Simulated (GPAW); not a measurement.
The system is TiNi.

```
Ni Ti
1.0
     2.73580    0.00000    0.00000
     0.00000    2.73580    0.00000
     0.00000    0.00000    3.58141
Ni Ti
1 1
Direct
  0.00000 0.00000 0.00000
  0.50000 0.50000 0.50000
```

The cell comes from a database or a generator and needn't be the stable form of this composition.

Base run:

```yaml
Program: GPAW 26.7.0
Functional: PBEsol
Potentials_or_basis: PAW data sets generated in the run's folder for this functional
Cutoff: 600 eV
Basis: pw
k_mesh: 7 × 7 × 6
Occupations: fermi-dirac, width 0.05 eV
Spin: collinear spin, ferromagnetic start
Starting_moments: "[1.0, 1.0] μB"
Hubbard_terms: Ni d U = 3 eV
```

Its results: pressure -7.3 GPa; net moment 0.00 μB per cell.

Problem. The run is repeated on the same cell with these changes: hubbard terms from Ni d U = 3 eV to Ni d U = 4 eV. What comes out?

Solution. Pressure -5.7 GPa; net moment 0.68 μB per cell; site moments Ni +0.48; Ti +0.21 μB.

Caveats: the stock nickel data set gives pressures a few GPa off other programs; the U is typed as a test and isn't derived for this compound.
